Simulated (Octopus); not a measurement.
# GaN (F-43m) in Octopus: reference runs

How does GaN come out in PBEsol? The cell is run as given.

Everything below comes from runs of Octopus 16.4. Logs are shortened: lines on timing, memory, paths and dates and some standing lists are left out, and cuts for length are marked.

**Experimental background.**

A printed reference work, textbook reports, for a bulk crystal of GaN at 0 K: band gap 3.299 eV (direct).

How close the calculation comes is told below.

## Step 1: The structure

It takes space group F-43m (No. 216, cubic). The conventional cell has a = 4.507 Å, b = 4.507 Å, c = 4.507 Å, α = 90.00°, β = 90.00°, γ = 90.00°. Around Ga (site symmetry -43m) lie 4 N at 1.95 Å. N (site symmetry -43m) has 4 Ga at 1.95 Å as nearest neighbours.

The cell is a database's computed one.

## Step 2: Single point, PBEsol

inp reads:

```
CalculationMode = gs
UnitsOutput = eV_Angstrom
PeriodicDimensions = 3
ExperimentalFeatures = yes
PseudopotentialSet = pseudodojo_pbesol
%LatticeParameters
 1*angstrom | 1*angstrom | 1*angstrom
%
%LatticeVectors
 0 | 2.2535006075 | 2.2535006075
 2.2535006075 | 0 | 2.2535006075
 2.2535006075 | 2.2535006075 | 0
%
%ReducedCoordinates
 "Ga" | 0 | 0 | 0
 "N" | 0.25 | 0.25 | 0.25
%
%Spacing
 0.13278880*angstrom | 0.13278880*angstrom | 0.13278880*angstrom
%
DerivativesOrder = 8
%KPointsGrid
 10 | 10 | 10
%
KPointsUseSymmetries = yes
XCFunctional = gga_x_pbe_sol + gga_c_pbe_sol
SmearingFunction = fermi_dirac
Smearing = 0.05*eV
ExtraStates = 6
Eigensolver = chebyshev_filter
ConvRelDens = 3e-7
MaximumIter = 120
%Output
 density | cube
 elf | cube
 potential | cube
%
```

Potentials or basis: pseudodojo_pbesol (PseudoDojo 0.4, PBEsol).

On the command line:

```sh
OMP_NUM_THREADS=1 octopus > out.log
```

out.log:

```text
Running octopus

[... 13 lines left out ...]

Input: [AllElectronType = no]
Input: [PseudopotentialSet = pseudodojo_pbesol]
Reading Coordinates from ReducedCoordinates block

****************************** Species *******************************
  Species 'Ga'
    type             : pseudopotential
    file             : 'Ga.upf'
    file format      : UPF2
    valence charge   : 13.0
    atomic number    :  31
    form on file     : kleinman-bylander
    lmax             : 2
    llocal           : -1
    projectors per l : 2
    total projectors : 6
    application form : kleinman-bylander
    orbitals         :  9
    bound orbitals   :  9

  Species 'N'
    type             : pseudopotential
    file             : 'N.upf'
    file format      : UPF2
    valence charge   : 5.0
    atomic number    :   7
    form on file     : kleinman-bylander
    lmax             : 1
    llocal           : -1
    projectors per l : 2
    total projectors : 4
    application form : kleinman-bylander
    orbitals         :  4
    bound orbitals   :  4

**********************************************************************

***************************** Symmetries *****************************
Space group No.  216
International: F-43m
Schoenflies: Td^2
Info: The system has    24 symmorphic symmetries that can be used.
  Index                Rotation matrix                      Fractional translations
    1 :     1   0   0     0   1   0     0   0   1      0.000000    0.000000    0.000000
    2 :     0   0  -1     1   0  -1     0   1  -1      0.000000    0.000000    0.000000
    3 :     0  -1   1     0  -1   0     1  -1   0      0.000000    0.000000    0.000000
    4 :    -1   1   0    -1   0   1    -1   0   0      0.000000    0.000000    0.000000
    5 :    -1   0   0    -1   0   1    -1   1   0      0.000000    0.000000    0.000000
[... 252 lines left out ...]
Converged eigenvectors: 0

#  State  KPoint  Eigenvalue [eV]  Occupation    Error
      1       1      -15.041695    2.000000   ( 3.7E-05)
      1       2      -14.941320    2.000000   ( 1.0E-04)
      1       3      -14.908026    2.000000   ( 1.5E-04)
      1       4      -14.784514    2.000000   ( 7.4E-05)
      1       5      -14.695170    2.000000   ( 2.3E-04)
      1       6      -14.671623    2.000000   ( 2.2E-04)
      1      10      -14.551247    2.000000   ( 2.6E-04)
      1       7      -14.489410    2.000000   ( 1.6E-04)
[... 23 lines left out ...]
     15      17       25.509885    0.000000   ( 1.5E-01)
     15      34       25.681284    0.000000   ( 1.4E-01)
     15      46       26.258530    0.000000   ( 1.5E-01)
     15      26       26.485177    0.000000   ( 1.4E-01)
     15      40       26.515990    0.000000   ( 1.5E-01)
     15      44       26.663875    0.000000   ( 1.8E-01)
     15      25       26.671974    0.000000   ( 1.3E-01)
     15      39       26.923795    0.000000   ( 1.8E-01)

Density of states:

---------%------------------------------------------------------------
---------%------------------------------------------------------------
---------%------------------------------------------------------------
---------%------------------------------------------------------------
---------%------------------------------------------------------------
---------%------------------------------------------------------------
---------%------------------------------------------------------------
---------%------------------------------------------------------------
--%------%------------------------------------------------------------
-%%------%%%-----%%-%%%%%-----------%%%-%%--%%%%%%--------------------
                            ^

Fermi energy =     1.957505 eV

**********************************************************************

*********************** SCF CYCLE ITER #    2 ************************
 etot  = -2.36161831E+03 abs_ev   =  3.32E+00 rel_ev   =  2.50E-02
 ediff =        3.33E-01 abs_dens =  1.02E+00 rel_dens =  5.68E-02
Matrix vector products: 1175
Converged eigenvectors: 0
[... 115 lines left out ...]
*********************** SCF CYCLE ITER #   12 ************************
 etot  = -2.36005373E+03 abs_ev   =  1.09E-04 rel_ev   =  8.28E-07
 ediff =        8.81E-06 abs_dens =  3.09E-06 rel_dens =  1.72E-07
Matrix vector products: 1175
Converged eigenvectors: 0

#  State  KPoint  Eigenvalue [eV]  Occupation    Error
      1       1      -13.232322    2.000000   ( 6.8E-08)
      1       2      -13.122268    2.000000   ( 6.0E-08)
      1       3      -13.086106    2.000000   ( 6.8E-08)
      1       4      -12.957668    2.000000   ( 6.2E-08)
      1       5      -12.868192    2.000000   ( 7.0E-08)
      1       6      -12.848025    2.000000   ( 6.1E-08)
      1      10      -12.730779    2.000000   ( 6.8E-08)
      1       7      -12.684023    2.000000   ( 6.2E-08)
[... 23 lines left out ...]
     15      47       24.405371    0.000000   ( 8.1E-02)
     15      34       24.664576    0.000000   ( 5.8E-02)
     15      42       24.712502    0.000000   ( 6.6E-02)
     15      44       24.817700    0.000000   ( 8.6E-02)
     15      26       24.852586    0.000000   ( 6.1E-02)
     15      30       24.890381    0.000000   ( 6.1E-02)
     15      39       24.891532    0.000000   ( 7.5E-02)
     15      46       25.061563    0.000000   ( 7.9E-02)

Density of states:

-----%----------------------------------------------------------------
-----%----------------------------------------------------------------
-----%----------------------------------------------------------------
-----%----------------------------------------------------------------
-----%----------------------------------------------------------------
----%%----------------------------------------------------------------
----%%----------------------------------------------------------------
--%-%%----------------------------------------------------------------
--%-%%------------%-----------------------%----%%---------------------
-%%-%%%%%---------%%-%%%%%%%---------%%%%-%%--%%%%%%-%%%%-%---%---%---
                              ^

Fermi energy =     3.564219 eV

**********************************************************************

Info: SCF converged in   12 iterations

** Warning:
**   Some of the states are not fully converged!

Info: Number of matrix-vector products:      14100
Info: Writing output to static/

Info: Finished writing information to 'restart/gs'.

Octopus emitted 17 warnings.
```

Wall time 2.1 min (1 thread of Intel Xeon 6975P-C (Granite Rapids), shared host); peak memory 0.75 GiB.

What came out:

- Free energy: -2360.0536 eV
- Band gap on the k mesh: 1.70 eV, direct

## Step 3: How close it comes

Step 2. Measured gap of GaN: 3.299 eV (direct; 0 K; a printed reference work, textbook). This calculation gives 1.70 eV (-1.60 eV). Spin-orbit coupling on Ga is left out. The value is that of PBEsol, without temperature or zero-point motion. Semilocal functionals fall short of measured gaps as a rule. The cell is a database's relaxed one, not the measured one, which moves gaps too.
